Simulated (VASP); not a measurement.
# Sb (Pm-3m) in VASP: a series of runs, part 2 of 2

VASP 6.6.1. The steps go on from the part before.

## 3. Single point, LDA

Input file INCAR:

```
SYSTEM = Sb
PREC = Accurate
ENCUT = 520
EDIFF = 1E-6
ISMEAR = -1
SIGMA = 0.08
LREAL = .False.
LASPH = .True.
NELM = 100
ALGO = Normal
ISIF = 2
LWAVE = .False.
LCHARG = .False.
GGA = CA
NBANDS = 18
```

Input file KPOINTS:

```
Automatic mesh
0
Gamma
  3 3 6
  0 0 0
```

Input file POSCAR:

```
Sb
1.0
    6.3200000000      0.0000000000      0.0000000000
    0.0000000000      6.3200000000      0.0000000000
    0.0000000000      0.0000000000      3.1600000000
Sb
4
Direct
   -0.0007020570     -0.0040153481      0.0046452532
   -0.0030056962      0.5006734177      0.0029835443
    0.5045360759      0.0004420886     -0.0072139241
    0.4991716772      0.5028998418     -0.0004148734
```

Potentials or basis: VASP PAW LDA potentials, release 64 (Sb).

On the command line:

```console
$ cat potpaw_LDA.64/Sb/POTCAR > POTCAR
$ mpirun -np 1 vasp_std > vasp.out
```

OUTCAR:

```text
SYSTEM = Sb
   PREC = Accurate
   ENCUT = 520
   EDIFF = 1E-6
   ISMEAR = -1
   LREAL = .False.
   LASPH = .True.
   NELM = 100
   ISIF = 2
   GGA = CA

 ion  position               nearest neighbor table
   1  0.999  0.996  0.005-   3 3.13   2 3.13   2 3.19   3 3.19
   2  0.997  0.501  0.003-   1 3.13   4 3.15   4 3.17   1 3.19
   3  0.505  0.000  0.993-   1 3.13   4 3.14   4 3.18   1 3.19
   4  0.499  0.503  1.000-   3 3.14   2 3.15   2 3.17   3 3.18

  LATTYP: Found a simple tetragonal cell.
 ALAT       =     6.3200000000
[... 703 lines left out ...]
  --------------------------------------------------------------------------------------
  -------------------------------------------------------------------------------------
  Total       -3.8342298     -3.8367186     -3.8493978      0.0009112      0.0012388     -0.0042341
  in kB      -48.6706876    -48.7022797    -48.8632262      0.0115665      0.0157254     -0.0537468
  external PRESSURE =     -48.7453978 kB  Pullay stress =       0.0000000 kB

 VOLUME and BASIS-vectors are now :
 -----------------------------------------------------------------------------
  energy-cutoff  :      520.00
  volume of cell :      126.22
      direct lattice vectors                 reciprocal lattice vectors
     6.320000000  0.000000000  0.000000000     0.158227848  0.000000000  0.000000000
     0.000000000  6.320000000  0.000000000     0.000000000  0.158227848  0.000000000
     0.000000000  0.000000000  3.160000000     0.000000000  0.000000000  0.316455696

 POSITION                                       TOTAL-FORCE (eV/Angst)
 -----------------------------------------------------------------------------------
      6.31556      6.29462      0.01468         0.022180      0.042306     -0.019303
      6.30100      3.16426      0.00943         0.044308     -0.022314     -0.003583
      3.18867      0.00279      3.13720        -0.045122      0.021718      0.027021
      3.15476      3.17833      3.15869        -0.021366     -0.041710     -0.004135
 -----------------------------------------------------------------------------------
    total drift:                                0.000035     -0.000031     -0.000018

  FREE ENERGIE OF THE ION-ELECTRON SYSTEM (eV)
  ---------------------------------------------------
  free  energy   TOTEN  =       -19.0683851664 eV

  energy  without entropy=      -19.0153807698  energy(sigma->0) =      -19.04188297
```

Wall time 33 s (1 thread of Intel Xeon Platinum 8375C at 2.90GHz (Ice Lake), shared host); peak memory 0.2 GiB.

Results:

```
Free energy            : -19.0684 eV
Pressure               : -4.9 GPa
Largest force          : 0.057 eV/Å
Band gap on the k mesh : none (metal or under the smearing width)
```

Forces on the atoms (eV/Å):
```
Sb   0.022  0.042 -0.019
Sb   0.044 -0.022 -0.004
Sb  -0.045  0.022  0.027
Sb  -0.021 -0.042 -0.004
```

The run has no spin-orbit coupling, so splittings on Sb are missing.

## 4. Single point, LDA

Input file INCAR:

```
SYSTEM = Sb
ALGO = Normal
EDIFF = 1E-7
ENCUT = 520
ISIF = 2
ISMEAR = -1
LASPH = .TRUE.
LCHARG = .TRUE.
LELF = .TRUE.
LREAL = .FALSE.
LVHAR = .TRUE.
LWAVE = .FALSE.
NBANDS = 18
NELM = 100
PREC = Accurate
SIGMA = 0.08
```

Input file KPOINTS:

```
k-points
0
G
  3 3 6
  0 0 0
```

Input file POSCAR:

```
Sb
1.0
    6.3200000000      0.0000000000      0.0000000000
    0.0000000000      6.3200000000      0.0000000000
    0.0000000000      0.0000000000      3.1600000000
Sb
4
Direct
   -0.0013827532     -0.0079833861      0.0092420886
   -0.0059588608      0.5013246835      0.0059579114
    0.5090218354      0.0009079114     -0.0143598101
    0.4983197785      0.5057506329     -0.0008405063
```

On the command line:

```console
$ cat potpaw_LDA.64/Sb/POTCAR > POTCAR
$ mpirun -np 1 vasp_std > vasp.out
```

It took 42 s on 1 thread of Intel Xeon Platinum 8375C at 2.90GHz (Ice Lake), shared host; peak memory 0.2 GiB.

Results (log left out):

| Quantity | Value |
| --- | --- |
| Free energy | -19.0611 eV |
| Pressure | -4.8 GPa |
| Largest force | 0.114 eV/Å |
| Band gap on the k mesh | none (metal or under the smearing width) |

Forces on the atoms (eV/Å):
```
Sb   0.046  0.085 -0.038
Sb   0.087 -0.046 -0.007
Sb  -0.091  0.043  0.053
Sb  -0.042 -0.082 -0.008
```

Levels at points of the mesh, in eV from the Fermi level:
```csv
k point,band 6,band 7,band 8,band 9,band 10,band 11,band 12,band 13,band 14,band 15
"(0.00, 0.00, 0.00)",-5.39,-3.48,-3.47,2.16,2.88,2.89,2.90,4.68,4.68,4.69
"(0.00, 0.00, 0.50)",-3.48,-3.48,-3.47,-3.47,-1.71,-1.70,-1.70,2.17,2.18,4.57
```

Spin-orbit coupling is left out, which matters for the levels of Sb.

## 5. Single point, LDA

Input file INCAR:

```
SYSTEM = Sb
PREC = Accurate
ENCUT = 520
EDIFF = 1E-7
ISMEAR = -1
SIGMA = 0.08
LREAL = .FALSE.
LASPH = .TRUE.
NELM = 100
ALGO = Normal
ISIF = 2
LWAVE = .FALSE.
LCHARG = .FALSE.
GGA = CA
NBANDS = 18
```

Input file KPOINTS:

```
Automatic mesh
0
G
  3 3 6
  0 0 0
```

Input file POSCAR:

```
Sb
1.0
    6.3200000000      0.0000000000      0.0000000000
    0.0000000000      6.3200000000      0.0000000000
    0.0000000000      0.0000000000      3.1600000000
Sb
4
Direct
   -0.0020183544     -0.0118560127      0.0137424051
   -0.0088085443      0.5019300633      0.0089148734
    0.5134055380      0.0014210443     -0.0213705696
    0.4974213608      0.5085050633     -0.0012867089
```

On the command line:

```console
$ cat potpaw_LDA.64/Sb/POTCAR > POTCAR
$ mpirun -np 1 vasp_std > vasp.out
```

Wall time 47 s (1 thread of Intel Xeon Platinum 8375C at 2.90GHz (Ice Lake), shared host); peak memory 0.2 GiB.

Results (log left out):

```yaml
Free_energy: -19.0494 eV
Pressure: -4.7 GPa
Largest_force: 0.172 eV/Å
Band_gap_on_the_k_mesh: none (metal or under the smearing width)
```

Forces on the atoms (eV/Å):
```
Sb   0.073  0.129 -0.056
Sb   0.127 -0.072 -0.011
Sb  -0.139  0.063  0.079
Sb  -0.061 -0.120 -0.012
```

Stress tensor (GPa, compression positive):
```
-4.63  0.01 -0.05
 0.01 -4.66  0.01
-0.05  0.01 -4.79
```

Levels at points of the mesh, in eV from the Fermi level:
| k point | band 6 | band 7 | band 8 | band 9 | band 10 | band 11 | band 12 | band 13 | band 14 | band 15 |
| --- | --- | --- | --- | --- | --- | --- | --- | --- | --- | --- |
| (0.00, 0.00, 0.00) | -5.38 | -3.47 | -3.47 | 2.13 | 2.87 | 2.89 | 2.91 | 4.67 | 4.68 | 4.69 |
| (0.00, 0.00, 0.50) | -3.49 | -3.48 | -3.47 | -3.46 | -1.71 | -1.69 | -1.69 | 2.16 | 2.18 | 4.50 |

The run has no spin-orbit coupling, so splittings on Sb are missing.

## 6. Molecular dynamics, LDA

Input file INCAR:

```
PREC = Accurate
ENCUT = 520
EDIFF = 1E-5
ISMEAR = -1
SIGMA = 0.08
LREAL = False
LASPH = True
NELM = 100
ALGO = Normal
ISIF = 2
LWAVE = False
LCHARG = True
GGA = CA
NBANDS = 18
IBRION = 0
NSW = 15
POTIM = 2.0
TEBEG = 500.0
TEEND = 500.0
ISYM = 0
NELMIN = 4
RANDOM_SEED = 226230 0 0
MDALGO = 1
ANDERSEN_PROB = 0.0
```

Input file KPOINTS:

```
regular mesh
0
Gamma
  3 3 6
```

Input file POSCAR:

```
Sb
1.0
    6.3200000000      0.0000000000      0.0000000000
    0.0000000000      6.3200000000      0.0000000000
    0.0000000000      0.0000000000      3.1600000000
Sb
4
Direct
    0.0000000000      0.0000000000      0.0000000000
    0.0000000000      0.5000000000      0.0000000000
    0.5000000000      0.0000000000      0.0000000000
    0.5000000000      0.5000000000      0.0000000000
```

Potentials or basis: VASP PAW LDA potentials, release 64 (Sb).

On the command line:

```console
$ cat potpaw_LDA.64/Sb/POTCAR > POTCAR
$ mpirun -np 1 vasp_std > vasp.out
```

It took 3.9 min on 1 thread of Intel Xeon Platinum 8375C at 2.90GHz (Ice Lake), shared host; peak memory 0.26 GiB.

The path:
| step | potential energy change (eV) | largest force (eV/Å) | pressure (GPa) | volume (Å³) | temperature (K) |
| --- | --- | --- | --- | --- | --- |
| 1 | 0.0000 | 0.0000 | -4.90 | 126.22 | 500 |
| 2 | 0.0000 | 0.0084 | -4.90 | 126.22 | 500 |
| 3 | 0.0002 | 0.0165 | -4.89 | 126.22 | 500 |
| 4 | 0.0004 | 0.0249 | -4.89 | 126.22 | 499 |
| 5 | 0.0008 | 0.0334 | -4.88 | 126.22 | 498 |
| 6 | 0.0013 | 0.0421 | -4.86 | 126.22 | 497 |
| 7 | 0.0018 | 0.0510 | -4.85 | 126.22 | 495 |
| 8 | 0.0025 | 0.0602 | -4.83 | 126.22 | 494 |
| 9 | 0.0033 | 0.0698 | -4.81 | 126.22 | 492 |
| 10 | 0.0041 | 0.0798 | -4.79 | 126.22 | 489 |
| 11 | 0.0052 | 0.0903 | -4.76 | 126.22 | 487 |
| 12 | 0.0063 | 0.1012 | -4.74 | 126.22 | 484 |
| 13 | 0.0075 | 0.1127 | -4.71 | 126.22 | 480 |
| 14 | 0.0089 | 0.1248 | -4.67 | 126.22 | 477 |
| 15 | 0.0105 | 0.1375 | -4.64 | 126.22 | 473 |
